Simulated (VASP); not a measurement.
# Al (Fm-3m) in VASP: notebook

The runs below take Al through relaxation of cell and atoms, with PBEsol, r2SCAN.

Program: VASP 6.6.1. These are calculated values, not measurements. Logs are shortened: lines on timing, memory, paths and dates and some standing lists are left out, and cuts for length are marked.

### 1 The structure

Symmetry: Fm-3m, No. 225, cubic system. Conventional cell: a = 4.016 Å, b = 4.016 Å, c = 4.016 Å, α = 90.00°, β = 90.00°, γ = 90.00°. Al (site symmetry m-3m) is surrounded by 12 Al at 2.84 Å.

### 2 Relaxation of cell and atoms, PBEsol

INCAR

```
SYSTEM = Al
  ALGO = Normal
  EDIFF = 1E-7
  EDIFFG = -0.005
  ENCUT = 600
  GGA = PS
  IBRION = 2
  ISIF = 3
  ISMEAR = 1
  KPAR = 2
  LASPH = .TRUE.
  LCHARG = .FALSE.
  LREAL = .FALSE.
  LWAVE = .FALSE.
  NELM = 80
  NSW = 90
  PREC = Accurate
  SIGMA = 0.1
```

KPOINTS

```
k-points
0
G
  16 16 16
  0 0 0
```

POSCAR

```
Al                                      
1.0
    0.0000000000      2.0078218401      2.0078218401
    2.0078218401      0.0000000000      2.0078218401
    2.0078218401      2.0078218401      0.0000000000
  Al            
     1
Direct
     0.0000000000000000    0.0000000000000000    0.0000000000000000
```

Potentials or basis: VASP PAW PBE potentials, release 64 (Al).

Started as:

```bash
$ cat potpaw_PBE.64/Al/POTCAR > POTCAR
$ mpirun -np 2 vasp_std > vasp.out
```

OUTCAR:

```text
SYSTEM = Al
   EDIFF = 1E-7
   EDIFFG = -0.005
   ENCUT = 600
   GGA = PS
   IBRION = 2
   ISIF = 3
   ISMEAR = 1
   LASPH = .TRUE.
   LREAL = .FALSE.
   NELM = 80
   NSW = 90
   PREC = Accurate

 ion  position               nearest neighbor table
   1  0.000  0.000  0.000-

  LATTYP: Found a face centered cubic cell.
 ALAT       =     4.0156436802

  Lattice vectors:

 A1 = (   0.0000000000,   2.0078218401,   2.0078218401)
 A2 = (   2.0078218401,   0.0000000000,   2.0078218401)
 A3 = (   2.0078218401,   2.0078218401,   0.0000000000)

Analysis of symmetry for initial positions (statically):
=====================================================================
 Subroutine PRICEL returns:
 Original cell was already a primitive cell.

 Routine SETGRP: Setting up the symmetry group for a
 face centered cubic supercell.

 Subroutine GETGRP returns: Found 48 space group operations
 (whereof 48 operations were pure point group operations)
 out of a pool of 48 trial point group operations.

The static configuration has the point symmetry O_h .

Analysis of symmetry for dynamics (positions and initial velocities):
=====================================================================
 Subroutine PRICEL returns:
 Original cell was already a primitive cell.

 Routine SETGRP: Setting up the symmetry group for a
 face centered cubic supercell.

 Subroutine GETGRP returns: Found 48 space group operations
 (whereof 48 operations were pure point group operations)
 out of a pool of 48 trial point group operations.

The dynamic configuration has the point symmetry O_h .

 Subroutine INISYM returns: Found 48 space group operations
 (whereof 48 operations are pure point group operations),
 and found     1 'primitive' translations

----------------------------------------------------------------------------------------

                                     Primitive cell

  volume of cell :      16.1885

  direct lattice vectors                    reciprocal lattice vectors
     0.000000000  2.007821840  2.007821840    -0.249026079  0.249026079  0.249026079
     2.007821840  0.000000000  2.007821840     0.249026079 -0.249026079  0.249026079
     2.007821840  2.007821840  0.000000000     0.249026079  0.249026079 -0.249026079

  length of vectors
     2.839488877  2.839488877  2.839488877     0.431325821  0.431325821  0.431325821

  position of ions in fractional coordinates (direct lattice)
     0.000000000  0.000000000  0.000000000

  ion indices of the primitive-cell ions
   primitive index   ion index
                 1           1

----------------------------------------------------------------------------------------

 KPOINTS: k-points

Automatic generation of k-mesh.
 Grid dimensions read from file:
 generate k-points for:   16   16   16

 Generating k-lattice:

  Cartesian coordinates                     Fractional coordinates (reciprocal lattice)
    -0.015564130  0.015564130  0.015564130     0.062500000  0.000000000  0.000000000
     0.015564130 -0.015564130  0.015564130     0.000000000  0.062500000  0.000000000
     0.015564130  0.015564130 -0.015564130     0.000000000  0.000000000  0.062500000

  Length of vectors
     0.026957864  0.026957864  0.026957864

  Shift w.r.t. Gamma in fractional coordinates (k-lattice)
     0.000000000  0.000000000  0.000000000

 Subroutine IBZKPT returns following result:
 ===========================================

 Found    145 irreducible k-points:

 Following reciprocal coordinates:
            Coordinates               Weight
  0.000000  0.000000  0.000000      1.000000
  0.062500  0.000000  0.000000      8.000000
  0.125000  0.000000  0.000000      8.000000
  0.187500  0.000000  0.000000      8.000000
  0.250000  0.000000  0.000000      8.000000
  0.312500  0.000000  0.000000      8.000000
[... 16 lines left out ...]
 -0.125000  0.062500  0.000000     24.000000
 -0.062500  0.062500  0.000000     12.000000
 [... further k-points ...]
   k-points           NKPTS =    145   k-points in BZ     NKDIM =    145   number of bands    NBANDS=      5
   number of dos      NEDOS =    301   number of ions     NIONS =      1
   total plane-waves  NPLWV =  13824
   dimension x,y,z NGX =    24 NGY =   24 NGZ =   24
   dimension x,y,z NGXF=    48 NGYF=   48 NGZF=   48
   ions per type =               1
   NGX,Y,Z   is equivalent  to a cutoff of  14.05, 14.05, 14.05 a.u.
   NGXF,Y,Z  is equivalent  to a cutoff of  28.10, 28.10, 28.10 a.u.
 SYSTEM =  Al
   PREC   = accura    normal or accurate (medium, high low for compatibility)
   ISTART =      0    job   : 0-new  1-cont  2-samecut
   ICHARG =      2    charge: 1-file 2-atom 10-const
   ISPIN  =      1    spin polarized calculation?
   LNONCOLLINEAR =      F non collinear calculations
   LSORBIT =      F    spin-orbit coupling
   LASPH  =      T    aspherical Exc in radial PAW
   ENCUT  =  600.0 eV  44.10 Ry    6.64 a.u.   5.67  5.67  5.67*2*pi/ulx,y,z
   NELM   =     80;   NELMIN=  2; NELMDL= -5     # of ELM steps
   EDIFF  = 0.1E-06   stopping-criterion for ELM
   LREAL  =      F    real-space projection
   EDIFFG = -.5E-02   stopping-criterion for IOM
   NSW    =     90    number of steps for IOM
   IBRION =      2    ionic relax: 0-MD 1-quasi-New 2-CG
   NFREE  =      1    steps in history (QN), initial steepest desc. (CG)
   ISIF   =      3    stress and relaxation
   ISYM   =      2    0-nonsym 1-usesym 2-fastsym
   POTIM  = 0.5000    time-step for ionic-motion
   TEBEG  =    0.0;   TEEND  =   0.0 temperature during run
   PSTRESS=    0.0 pullay stress
   NELECT =       3.0000    total number of electrons
   NUPDOWN=      -1.0000    fix difference up-down
   EMIN   =  10.00;   EMAX   =-10.00  energy-range for DOS
   EFERMI =   0.00;   METHOD = LEGACY
   ISMEAR =     1;   SIGMA  =   0.10  broadening in eV -4-tet -1-fermi 0-gaus
   EFERMI_NEDOS =   21; number of points for ismear=-14 and -15
   IALGO  =     38    algorithm
   IMIX   =      4    mixing-type and parameters
     AMIX     =   0.40;   BMIX     =  1.00
     AMIX_MAG =   1.60;   BMIX_MAG =  1.00
  volume/ion in A,a.u.               =      16.19       109.25
  Fermi-wavevector in a.u.,A,eV,Ry     =   0.933355  1.763785 11.852730  0.871151
  Thomas-Fermi vector in A             =   2.060048
   LORBIT       =      0    0 simple, 1 ext, 2 COOP (PROOUT), +10 PAW based schemes
   GGA     = PS    functional components
   LHFCALC =     F    Hartree Fock is set to
   AEXX    =    0.0000 exact exchange contribution
   IVDW    =     0    specifies the selected vdW correction
   LEPSILON=     F    determine dielectric tensor
   LRPA    =     F    only Hartree local field effects (RPA)
 conjugate gradient relaxation of ions
 non-spin polarized calculation
 Methfessel and Paxton  Order N= 1 SIGMA  =   0.10
  energy-cutoff  :      600.00
  volume of cell :       16.19
 maximum number of plane-waves:       560
   NGX = 11   NGY = 11   NGZ = 11

 number of electron       3.0000000 magnetization

 Free energy of the ion-electron system (eV)
  ---------------------------------------------------
  ext. energy  EPLUGINS =         0.00000000
  ---------------------------------------------------
  free energy    TOTEN  =        -4.09790955 eV

  energy without entropy =       -4.09824684  energy(sigma->0) =       -4.09802198

 E-fermi :   8.1828     XC(G=0): -10.3266

 val. band max:        8.1451665625   @ k =  -0.2500   0.3125   0.1250
 cond. band min:       8.2673075840   @ k =   0.4375   0.4375   0.0000
 fundamental gap:      0.1221410215
 Fermi energy:         8.1827924701

 k-point     1 :       0.0000    0.0000    0.0000
  band No.  band energies     occupation
      1      -3.1126      2.00000
      2      20.8500      0.00000
      3      20.8500      0.00000
      4      20.8500      0.00000
      5      22.4868      0.00000

 k-point     2 :       0.0625    0.0000    0.0000
  band No.  band energies     occupation
      1      -3.0051      2.00000
      2      19.0786      0.00000
      3      20.4959      0.00000
      4      20.4959      0.00000
      5      23.0090      0.00000

 k-point     3 :       0.1250    0.0000    0.0000
  band No.  band energies     occupation
      1      -2.6830      2.00000
      2      16.5435      0.00000
      3      19.9379      0.00000
      4      19.9379      0.00000
      5      23.0519      0.00000

 k-point     4 :       0.1875    0.0000    0.0000
  band No.  band energies     occupation
      1      -2.1480      2.00000
      2      14.0256      0.00000
      3      19.4792      0.00000
      4      19.4792      0.00000
      5      22.8457      0.00000

 k-point     5 :       0.2500    0.0000    0.0000
  band No.  band energies     occupation
      1      -1.4024      2.00000
      2      11.6217      0.00000
      3      19.1762      0.00000
      4      19.1762      0.00000
      5      22.6764      0.00000

 k-point     6 :       0.3125    0.0000    0.0000
  band No.  band energies     occupation
      1      -0.4497      2.00000
      2       9.3650     -0.00000
      3      19.0436      0.00000
      4      19.0436      0.00000
      5      21.9807      0.00000
[... 113 lines left out ...]
 k-point    21 :      -0.2500    0.0625    0.0000
  band No.  band energies     occupation
      1      -1.0135      2.00000
      2      10.9295      0.00000
      3      17.1834      0.00000
      4      20.4855      0.00000
      5      21.4939      0.00000

 k-point    22 :      -0.1875    0.0625    0.0000
  band No.  band energies     occupation
      1      -1.8280      2.00000
      2      13.2729      0.00000
      3      17.4570      0.00000
      4      20.7054      0.00000
      5      22.6712      0.00000

 k-point    23 :      -0.1250    0.0625    0.0000
  band No.  band energies     occupation
      1      -2.4331      2.00000
      2      15.7175      0.00000
      3      17.9263      0.00000
      4      21.0261      0.00000
      5      23.2527      0.00000

 k-point    24 :      -0.0625    0.0625    0.0000
  band No.  band energies     occupation
      1      -2.8261      2.00000
      2      17.9920      0.00000
      3      18.7663      0.00000
      4      21.1288      0.00000
      5      22.6670      0.00000

 [... further k-points ...]
[... 5 lines left out ...]
  --------------------------------------------------------------------------------------
  -------------------------------------------------------------------------------------
  Total        0.0003162      0.0003162      0.0003162     -0.0000000      0.0000000     -0.0000000
  in kB        0.0312978      0.0312978      0.0312978     -0.0000000      0.0000000     -0.0000000
  external PRESSURE =       0.0312978 kB  Pullay stress =       0.0000000 kB

 VOLUME and BASIS-vectors are now :
 -----------------------------------------------------------------------------
  energy-cutoff  :      600.00
  volume of cell :       16.19
      direct lattice vectors                 reciprocal lattice vectors
     0.000000000  2.007821840  2.007821840    -0.249026079  0.249026079  0.249026079
     2.007821840  0.000000000  2.007821840     0.249026079 -0.249026079  0.249026079
     2.007821840  2.007821840  0.000000000     0.249026079  0.249026079 -0.249026079

 POSITION                                       TOTAL-FORCE (eV/Angst)
 -----------------------------------------------------------------------------------
      0.00000      0.00000      0.00000         0.000000     -0.000000      0.000000
 -----------------------------------------------------------------------------------
    total drift:                                0.000000     -0.000000      0.000000

  FREE ENERGIE OF THE ION-ELECTRON SYSTEM (eV)
  ---------------------------------------------------
  free  energy   TOTEN  =        -4.0979095478 eV

  energy  without entropy=       -4.0982468361  energy(sigma->0) =       -4.09802198

 reached required accuracy - stopping structural energy minimisation
```

It took 2.9 s on 2 MPI ranks of Intel Xeon 6975P-C (Granite Rapids), shared host; peak memory 0.12 GiB.

Results:

```yaml
Free_energy: -4.0979 eV
Pressure_after_relaxing: 0.0 GPa
Band_gap_on_the_k_mesh: none (metal or under the smearing width)
```

Final structure:
```
CELL_PARAMETERS angstrom
0.00000 2.00782 2.00782
2.00782 0.00000 2.00782
2.00782 2.00782 0.00000
ATOMIC_POSITIONS crystal
Al 0.00000 0.00000 0.00000
```

Levels at points of the mesh, in eV from the Fermi level:
```
           k point  band 1  band 2  band 3  band 4
(0.00, 0.00, 0.00)  -11.30   12.67   12.67   12.67
(0.50, 0.00, 0.00)   -4.70   -4.44   11.49   11.49
(0.50, 0.50, 0.00)   -3.00   -1.65    5.22    5.64
```

Caveat: the relaxation stopped at its first step, so nothing moved; the PAW data sets were made with another functional, which shifts forces and pressure a little.

(Part 1 of 2 ends here.)
